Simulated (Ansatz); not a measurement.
# Si (P6/mmm) in Ansatz: settings compared

One crystal, Si, is run at these levels: BLYP+D3(BJ), BLYP+D4, PBE; tasks: relaxation of cell and atoms, single point.

All numbers are computed with Ansatz 0.2.0; they aren't measurements. Logs are shortened: lines on timing, memory, paths and dates and some standing lists are left out, and cuts for length are marked.

## Step 1: The crystal as given

Symmetry: P6/mmm, No. 191, hexagonal system. Conventional cell: a = 2.621 Å, b = 2.621 Å, c = 2.466 Å, α = 90.00°, β = 90.00°, γ = 120.00°. Si (site symmetry 6/mmm) has 8 Si at 2.47 to 2.62 Å as nearest neighbours.

This isn't the form of Si at room conditions, which is diamond.

## Step 2: Relaxation of cell and atoms, BLYP+D3(BJ)

File input.yaml:

```yaml
crystal:
  lattice:
    - [2.6205428149, 0.0, 0.0]
    - [-1.3102714075, 2.2694566494, 0.0]
    - [0.0, 0.0, 2.46635439]
  atoms:
    - { symbol: Si, position: [0.0, 0.0, 0.0] }
hamiltonian:
  xc: blyp
  pseudopotentials: { kind: paw }
  dispersion: d3bj
kpoints:
  mp_grid: { grid: [12, 12, 11] }
scf:
  occupations: { method: fermi_dirac, width: 0.05 }
output:
  forces: true
  stress: true
  eigenvalues: true
  write_density: true
  write_potential: true
  elf: true
  volumetric_format: npy
relax:
  f_tol: 0.01
  max_steps: 40
  cell: { stress_tol: 0.05 }
```

Potentials or basis: Ansatz PAW.

Run with:

```bash
$ ansatz run input.yaml --threads 2 --pin off --max-ram 5632MiB --backend cpu --events-out ev --progress --plain --runs-dir out
```

Output:

```text
Warning: RAYON_NUM_THREADS=2 ignored (pool sized by the plan → 2); use --threads N
Engine: ansatz 0.2.0, aarch64-unknown-linux-gnu
Pseudopotentials: kind: paw
Pseudopotential: Si, paw, valence charge 4, recommended cutoff 420 eV (normal), Si.paw.azcp
Functional definition: BLYP
  parameter beta = 0.0042
  parameter a = 0.04918
  parameter b = 0.132
  parameter c = 0.2533
  parameter d = 0.349
  exchange = b88_x(beta = beta)
  correlation = lyp_c(a = a, b = b, c = c, d = d)
Crystal: 1 atoms, lattice volume = 14.668 Å³
Basis set: ecut = 420 eV, 279 PW (Γ), exchange–correlation on 36×36×36 points (8 copies of the dense FFT grid, shifted against one another)
Bands: 6, of which v1, the nominal top of the filled ones, is band 2 counted from 1 (1 counted from 0)
Symmetry: 24 space group operations
Space group: P6/mmm (ITA 191), of the structure as read, at distance tolerance 2.4e-5 Å
k-points: 114 of 1584
Non-local potential: Si, projectors of the file, l = 0: 2, l = 1: 2, l = 2: 2
PAW form: soft (Blöchl's): semilocal exchange-correlation on the pseudo side does not see the compensation charge
PAW frozen core: Si, regenerated for the run's functional, and the local potential with it (the file was generated under x = pbe(κ = 0.804, μ = 0.2195149727645171), c = pbe(β = 0.06672455060314922))
PAW one-centre angular grid: Si, 110 points (default); XC on 64 Gauss nodes
Initial density: superposition of atomic densities (neutral atoms: chi_scale 0, normalization atom), corrected by the library's trained network
Initial wavefunctions: pseudopotential atomic-orbital guess
Functional: x = b88, c = lyp
SCF iter   1: F=—  HF=-639.737612 eV  |F-HF|=—  |Δ(HF+E_count)|=         —  Δρ=9.70e-3  dr2=1.58e-2  ethr=1.77e-3  ⟨swp⟩=5.6  Hψ=6531  notcnv=0
preconditioner: auto → none  [insulator: Δε(μ)=0.130 eV  Ē_g=13.882 eV  σ=0.050 eV  W_gap=0.55  n_scr=0 (ndim 8)  ℏωp=19.4 eV  f_vac=0.000  D(μ)=0.38/eV (n_scr^D=0)  ε∞_Penn≈3.0]
SCF iter   2: F=—  HF=-639.733212 eV  |F-HF|=—  |Δ(HF+E_count)|=   4.40e-3  Δρ=3.95e-3  dr2=2.62e-3  ethr=3.96e-4  ⟨swp⟩=2.0  Hψ=1919  notcnv=0  defer=12
SCF iter   3: F=—  HF=-639.732446 eV  |F-HF|=—  |Δ(HF+E_count)|=   7.66e-4  Δρ=2.33e-4  dr2=6.58e-6  ethr=6.54e-5  ⟨swp⟩=2.8  Hψ=1031  notcnv=0  defer=13
SCF iter   4: F=—  HF=-639.732450 eV  |F-HF|=—  |Δ(HF+E_count)|=   3.82e-6  Δρ=3.27e-5  dr2=1.17e-7  ethr=1.65e-7  ⟨swp⟩=2.0  Hψ=899  notcnv=0  defer=13
iter 5 did not close the SCF: its close was put off for the readings that it lacked (scf_convergence_deferred on its scf_iter line)
SCF iter   5: F=-639.732450 eV  HF=-639.732450 eV  |F-HF|=2.79e-10  |Δ(HF+E_count)|=   1.83e-8  Δρ=3.38e-6  dr2=1.15e-9  ethr=2.92e-9  ⟨swp⟩=2.3  Hψ=893  notcnv=0  defer=13
SCF iter   6: F=-639.732450 eV  HF=-639.732450 eV  |F-HF|=1.36e-11  |Δ(HF+E_count)|=  4.41e-10  Δρ=2.61e-7  dr2=3.26e-12  ethr=2.87e-11  ⟨swp⟩=4.4  Hψ=2776  notcnv=0
SCF 1 converged in 6 iterations: F = -639.732450 eV  dr2 = 3.26e-12
relax step   1: F+E_penalty+E_count = -639.73245012 eV  Δ(F+E_penalty+E_count) = +0.000e0 eV  max|allowed force component| = 0.000e0 eV/Å  Δτ_max = 0.0000 Å  P = +0.024 GPa  Ω = 14.668 Å³  (6 SCF iters, accepted)
Crystal: 1 atoms, lattice volume = 14.659 Å³
Initial density: handed on by an earlier stage of this run
Initial wavefunctions: those handed on with the density
iter 1 solved again at ethr=2.46e-6 eV; its pass at ethr=3.10e-3 eV (dr2=9.83e-5 eV) is discarded
SCF iter   1: F=—  HF=-639.733286 eV  |F-HF|=—  |Δ(HF+E_count)|=         —  Δρ=7.71e-4  dr2=1.00e-4  ethr=2.46e-6  ⟨swp⟩=1.2  Hψ=6640  notcnv=0
preconditioner: auto → none  [insulator: Δε(μ)=0.201 eV  Ē_g=13.892 eV  σ=0.050 eV  W_gap=0.72  n_scr=0 (ndim 8)  ℏωp=19.4 eV  f_vac=0.000  D(μ)=0.30/eV (n_scr^D=0)  ε∞_Penn≈2.9]
SCF iter   2: F=—  HF=-639.733253 eV  |F-HF|=—  |Δ(HF+E_count)|=   3.38e-5  Δρ=2.66e-4  dr2=1.13e-5  ethr=2.46e-6  ⟨swp⟩=1.0  Hψ=684  notcnv=0
SCF iter   3: F=-639.733251 eV  HF=-639.733251 eV  |F-HF|=2.19e-8  |Δ(HF+E_count)|=   1.94e-6  Δρ=1.60e-5  dr2=1.83e-8  ethr=2.50e-9  ⟨swp⟩=7.0  Hψ=4767  notcnv=0
SCF 2 converged in 3 iterations: F = -639.733251 eV  dr2 = 1.83e-8
relax step   2: F+E_penalty+E_count = -639.73325064 eV  Δ(F+E_penalty+E_count) = -8.005e-4 eV  max|allowed force component| = 0.000e0 eV/Å  Δτ_max = 0.0000 Å  P = -0.004 GPa  Ω = 14.659 Å³  energy of the carried Pulay correction = +6.279e-6 eV  (3 SCF iters, dr2 threshold 1.00e-7 eV, accepted)
Crystal: 1 atoms, lattice volume = 14.653 Å³
iter 1 solved again at ethr=3.52e-7 eV; its pass at ethr=3.10e-3 eV (dr2=1.41e-5 eV) is discarded
SCF iter   1: F=—  HF=-639.733323 eV  |F-HF|=—  |Δ(HF+E_count)|=         —  Δρ=2.95e-4  dr2=1.44e-5  ethr=3.52e-7  ⟨swp⟩=1.3  Hψ=6612  notcnv=0
preconditioner: auto → none  [insulator: Δε(μ)=0.217 eV  Ē_g=13.895 eV  σ=0.050 eV  W_gap=0.73  n_scr=0 (ndim 8)  ℏωp=19.4 eV  f_vac=0.000  D(μ)=0.28/eV (n_scr^D=0)  ε∞_Penn≈2.9]
SCF iter   2: F=—  HF=-639.733320 eV  |F-HF|=—  |Δ(HF+E_count)|=   2.79e-6  Δρ=1.03e-4  dr2=1.64e-6  ethr=3.52e-7  ⟨swp⟩=1.0  Hψ=684  notcnv=0
SCF iter   3: F=-639.733320 eV  HF=-639.733320 eV  |F-HF|=7.37e-9  |Δ(HF+E_count)|=   4.76e-7  Δρ=8.16e-6  dr2=3.99e-9  ethr=2.50e-9  ⟨swp⟩=5.6  Hψ=2984  notcnv=0
SCF 3 converged in 3 iterations: F = -639.733320 eV  dr2 = 3.99e-9
relax step   3: F+E_penalty+E_count = -639.73331952 eV  Δ(F+E_penalty+E_count) = -6.888e-5 eV  max|allowed force component| = 0.000e0 eV/Å  Δτ_max = 0.0000 Å  P = +0.004 GPa  Ω = 14.653 Å³  energy of the carried Pulay correction = +9.259e-6 eV  (3 SCF iters, dr2 threshold 1.00e-7 eV, accepted)
Initial wavefunctions: pseudopotential atomic-orbital guess (no wavefunctions were taken with the density)
iter 1 solved again at ethr=1.45e-7 eV; its pass at ethr=3.10e-3 eV (dr2=5.82e-6 eV) is discarded
SCF iter   1: F=—  HF=-639.733311 eV  |F-HF|=—  |Δ(HF+E_count)|=         —  Δρ=1.01e-5  dr2=4.62e-9  ethr=1.45e-7  ⟨swp⟩=2.8  Hψ=8540  notcnv=0
preconditioner: auto → none  [insulator: Δε(μ)=0.216 eV  Ē_g=13.895 eV  σ=0.050 eV  W_gap=0.73  n_scr=0 (ndim 8)  ℏωp=19.4 eV  f_vac=0.000  D(μ)=0.29/eV (n_scr^D=0)  ε∞_Penn≈2.9]
SCF iter   2: F=—  HF=-639.733312 eV  |F-HF|=—  |Δ(HF+E_count)|=   1.80e-6  Δρ=5.17e-6  dr2=1.09e-9  ethr=1.15e-10  ⟨swp⟩=2.0  Hψ=911  notcnv=0
SCF iter   3: F=—  HF=-639.733312 eV  |F-HF|=—  |Δ(HF+E_count)|=   6.11e-9  Δρ=5.80e-7  dr2=1.37e-11  ethr=2.72e-11  ⟨swp⟩=2.0  Hψ=911  notcnv=0
SCF iter   4: F=-639.733312 eV  HF=-639.733312 eV  |F-HF|=1.36e-12  |Δ(HF+E_count)|=  6.43e-11  Δρ=8.86e-8  dr2=2.99e-13  ethr=1.00e-12  ⟨swp⟩=5.0  Hψ=1935  notcnv=0
SCF 4 converged in 4 iterations: F = -639.733312 eV  dr2 = 2.99e-13
relax step   4: F+E_penalty+E_count = -639.73331239 eV  Δ(F+E_penalty+E_count) = +7.129e-6 eV  max|allowed force component| = 0.000e0 eV/Å  Δτ_max = 0.0000 Å  P = +0.003 GPa  Ω = 14.653 Å³  stress off target by 2.11e-2 GPa  SCF on the basis re-selected at this cell (its energy is not comparable with the rows above)  (4 SCF iters)
basis re-selected at this cell: Δ(F+E_penalty+E_count) = +7.129e-6 eV, ΔP = -0.001 GPa vs the last step (what re-selecting the basis moved, of the pressure what is left beyond the Pulay correction that the steps carried, after the strain that the cell walked since its last selection, with what the two solves' SCF thresholds leave and, on support functions, any second-order correction that the steps lacked; it is no measure of the basis error at this ecutwfc). This SCF's stress stands 2.11e-2 GPa from its target on what of the cell is left free (relax.cell.stress_tol is 5.00e-2 GPa) and its largest allowed force component is 0.00e0 eV/Å (relax.f_tol is 1.00e-2 eV/Å): within both
SCF converged after 4 iterations
Free energy (F): -639.733312 eV
Harris-Foulkes:  -639.733312 eV  (|F-HF|=1.36e-12)
Internal energy: -639.730790 eV  (E = F + TS)
E sigma→0 (E₀):  -639.732051 eV
Entropy (-TS):   -0.002523 eV (-2.523 meV/atom)
Fermi energy:    10.646664 eV
--- Per-component energies (eV) ---
  E_band       = 20.492918
  E_kinetic    = 42.147541
  E_local      = -2.180876  (includes V_loc(G=0)·N_el)
  E_nonlocal   = 26.857605
  E_hartree    = 1.228988
  E_xc         = -54.817816
  E_vxc        = -46.200104  (∫ρ·V_xc dr)
  E_paw        = -517.384336  (= ΣΔE_a)
  E_vpaw       = -2.589228  (= ΣTr[D̂ρ^β])
  E_aug_tail   = 0.000006  (compensation charges beyond the density's cutoff)
  E_ewald      = -134.649060
  E_disp       = -0.947289  (pairwise vdW)
  E_core_change = 0.014448  (= ΣΔE_core)
  E_smearing   = -0.002523  (= −TS)
  E_closure    = 0.000000  (closes the sum)
  Σ components = -639.733312   (vs F -639.733312, Δ=0.00e0)
--- Forces (eV/Å), atoms counted from 1 ---
  atom   1  Si    -0.00000000    -0.00000000     0.00000000
  max |Σ_I F_I| component: 5.14e-34 eV/Å
--- Stress (GPa, compression-positive) ---
        0.015312      -0.000000       0.000000
        0.000000       0.015312      -0.000000
        0.000000      -0.000000      -0.021141
  P = ⅓ Tr σ = 0.0032 GPa (0.032 kbar)
--- Band table (eV; the first three rows and the last of 114) ---
  k-point 0: bands = ["-3.3755", "18.0496", "18.4160", "21.0839", "21.0839", "23.0916"]
  k-point 1: bands = ["-3.1859", "14.9110", "21.2307", "21.2307", "21.5008", "23.2379"]
  k-point 2: bands = ["-2.6203", "11.7279", "21.6692", "21.6692", "23.6606", "23.6606"]
  k-point 113: bands = ["9.2886", "9.6700", "9.6700", "11.9525", "15.1455", "15.1455"]
--- Relaxed structure (3 steps of the walk, 3 accepted, 1 SCFs on fresh bases) ---
  F+E_penalty+E_count = -639.73331239 eV   max|allowed force component| = 0.000e0 eV/Å   (the final SCF, on the basis selected at the relaxed cell)
  cell:  # Å, volume = 14.6527 Å³
    - [2.6118533792999217, 2.8771802297164533e-11, -1.116271742398984e-19]
    - [-1.305926689674878, 2.2619313774195793, 5.581358712100554e-20]
    - [-1.050592150851275e-19, -8.279328932291866e-33, 2.480210289213694]
  atoms:
    - { symbol: Si, position: [0.0, 0.0, 0.0] }
```

It took 2.6 s on 2 threads of Arm Neoverse V1, shared host; peak memory 0.27 GiB.

What came out:

```yaml
Free_energy: -639.7333 eV
Relaxed_volume: 14.65 Å³/atom
Relaxed_cell: a = 2.612 Å, b = 2.612 Å, c = 2.480 Å, α = 90.00°, β = 90.00°, γ = 120.00°
Space_group_after_relaxing_to_0.05_Å: P6/mmm (No. 191)
Energy_gained_by_relaxing: 0.9 meV/atom
Ionic_steps: 4
Pressure_after_relaxing: 0.0 GPa
Band_gap_on_the_k_mesh: none (metal or under the smearing width)
```

The path:
| step | energy change (eV) | largest force (eV/Å) | volume (Å³) |
| --- | --- | --- | --- |
| 1 | 0.0000 | 0.0000 | 14.67 |
| 2 | -0.0008 | 0.0000 | 14.66 |
| 3 | -0.0009 | 0.0000 | 14.65 |
| 4 | -0.0009 | 0.0000 | 14.65 |

Final structure:
```xyz
1
Lattice="2.6119 0.0000 0.0000 -1.3059 2.2619 0.0000 0.0000 0.0000 2.4802" Properties=species:S:1:pos:R:3 pbc="T T T"
Si    0.0000    0.0000    0.0000
```

Caveat: the plane-wave basis is chosen anew once the cell has moved, so the energies of steps on either side of that aren't comparable; pairwise dispersion overbinds metals, which lowers pressure and volume; the PAW data sets come from PBE, with cores solved anew for the run's functional, which leaves a small shift of forces and pressure.

## Step 3: Relaxation of cell and atoms, BLYP+D4

Changes to input.yaml since step 2:

```diff
@@ -10,3 +10,3 @@
   pseudopotentials: { kind: paw }
-  dispersion: d3bj
+  dispersion: d4
 kpoints:
@@ -19,6 +19,2 @@
   eigenvalues: true
-  write_density: true
-  write_potential: true
-  elf: true
-  volumetric_format: npy
 relax:
```

Potentials or basis: Ansatz PAW.

Run with:

```bash
$ ansatz run input.yaml --threads 2 --pin off --max-ram 5632MiB --backend cpu --events-out ev --progress --plain --runs-dir out
```

Run time: 3 s. Hardware: 2 threads of Arm Neoverse V1, shared host; peak memory 0.27 GiB.

It converged, with:

- Free energy: -639.6396 eV
- Relaxed volume: 14.87 Å³/atom
- Relaxed cell: a = 2.625 Å, b = 2.625 Å, c = 2.491 Å, α = 90.00°, β = 90.00°, γ = 120.00°
- Space group after relaxing (to 0.05 Å): P6/mmm (No. 191)
- Energy gained by relaxing: 1.7 meV/atom
- Ionic steps: 4
- Pressure after relaxing: 0.0 GPa
- Band gap on the k mesh: none (metal or under the smearing width)

Step by step:
```tsv
step	energy change (eV)	largest force (eV/Å)	volume (Å³)
1	0.0000	0.0000	14.67
2	-0.0015	0.0000	14.80
3	-0.0017	0.0000	14.87
4	-0.0017	0.0000	14.87
```

Final structure:
```cif
data_structure
_symmetry_space_group_name_H-M 'P 1'
_symmetry_Int_Tables_number 1
_cell_length_a 2.6253
_cell_length_b 2.6253
_cell_length_c 2.4906
_cell_angle_alpha 90.000
_cell_angle_beta 90.000
_cell_angle_gamma 120.000
_cell_volume 14.87
loop_
_atom_site_label
_atom_site_type_symbol
_atom_site_fract_x
_atom_site_fract_y
_atom_site_fract_z
_atom_site_occupancy
Si1 Si 0.00000 0.00000 0.00000 1
```

Levels at points of the mesh, in eV from the Fermi level:
```
            k point  band 1  band 2  band 3  band 4  band 5  band 6
 (0.00, 0.00, 0.00)  -13.90    7.40    7.69   10.25   10.25   12.37
(0.00, -0.50, 0.00)   -7.54   -6.52    5.20    6.66   12.39   14.97
```

Caveat: the plane-wave basis is chosen anew once the cell has moved, so the energies of steps on either side of that aren't comparable; pairwise dispersion overbinds metals, which lowers pressure and volume; the PAW data sets come from PBE, with cores solved anew for the run's functional, which leaves a small shift of forces and pressure.

## Step 4: Single point, PBE

File input.yaml:

```yaml
crystal:
  lattice:
    - [2.6205428149, 0.0, 0.0]
    - [-1.3102714075, 2.2694566494, 0.0]
    - [0.0, 0.0, 2.46635439]
  atoms:
    - { symbol: Si, position: [0.0, 0.0, 0.0] }
hamiltonian:
  xc: pbe
  pseudopotentials: { kind: paw }
kpoints:
  mp_grid: { grid: [12, 12, 11] }
scf:
  occupations: { method: gaussian, width: 0.029 }
output:
  forces: true
  stress: true
  eigenvalues: true
  write_density: true
  write_potential: true
  elf: true
  volumetric_format: npy
```

Run with:

```bash
$ ansatz run input.yaml --threads 2 --pin off --max-ram 5632MiB --backend cpu --events-out ev --progress --plain --runs-dir out
```

Run time: 0.76 s. Hardware: 2 threads of Arm Neoverse V1, shared host; peak memory 0.25 GiB.

The run converged. Its results:

```
Free energy            : -635.5060 eV
Pressure               : 3.1 GPa
Band gap on the k mesh : none (metal or under the smearing width)
```

Stress tensor (GPa, compression positive):
```
1.32 0.00 0.00
0.00 1.32 0.00
0.00 0.00 6.58
```

Levels at points of the mesh, in eV from the Fermi level:
```csv
k point,band 1,band 2,band 3,band 4,band 5
"(0.00, 0.00, 0.00)",-14.10,7.54,8.05,10.42,10.42
"(0.00, -0.50, 0.00)",-7.59,-6.78,5.20,6.55,12.94
```

## Step 5: Single point, PBE

Changes to input.yaml since step 4:

```diff
@@ -13,3 +13,3 @@
 scf:
-  occupations: { method: gaussian, width: 0.029 }
+  occupations: { method: gaussian, width: 0.03 }
 output:
```

Run with:

```bash
$ ansatz run input.yaml --threads 2 --pin off --max-ram 5632MiB --backend cpu --events-out ev --progress --plain --runs-dir out
```

Wall time 0.76 s (2 threads of Arm Neoverse V1, shared host); peak memory 0.25 GiB.

Results (log left out):

```yaml
Free_energy: -635.5060 eV
Pressure: 3.1 GPa
Band_gap_on_the_k_mesh: none (metal or under the smearing width)
```

Stress tensor (GPa, compression positive):
```
1.32 0.00 0.00
0.00 1.32 0.00
0.00 0.00 6.58
```

Levels at points of the mesh, in eV from the Fermi level:
```
            k point  band 1  band 2  band 3  band 4  band 5  band 6
 (0.00, 0.00, 0.00)  -14.10    7.54    8.05   10.42   10.42   12.30
(0.00, -0.50, 0.00)   -7.59   -6.78    5.20    6.55   12.94   15.17
```

## Step 6: Overview

| task | level | cell | smearing | gap on the mesh (eV) | pressure (GPa) | relaxed volume (Å³/atom) |
| --- | --- | --- | --- | --- | --- | --- |
| relaxation of cell and atoms | BLYP+D3(BJ) | relaxed | fermi-dirac 0.05 eV | none | 0.0 | 14.65 |
| relaxation of cell and atoms | BLYP+D4 | relaxed | fermi-dirac 0.05 eV | none | 0.0 | 14.87 |
| single point | PBE | as given | gaussian 0.029 eV | none | 3.1 | - |
| single point | PBE | as given | gaussian 0.03 eV | none | 3.1 | - |

Alike in all rows: potentials or basis Ansatz PAW; no spin polarisation; k mesh 12 × 12 × 11; cutoff (eV) 420.

Caveats: the plane-wave basis is chosen anew once the cell has moved, so the energies of steps on either side of that aren't comparable (some runs); pairwise dispersion overbinds metals, which lowers pressure and volume (some runs); the PAW data sets come from PBE, with cores solved anew for the run's functional, which leaves a small shift of forces and pressure (some runs).

Total energies depend on the potentials used, so only differences within one code and one set of settings carry meaning.
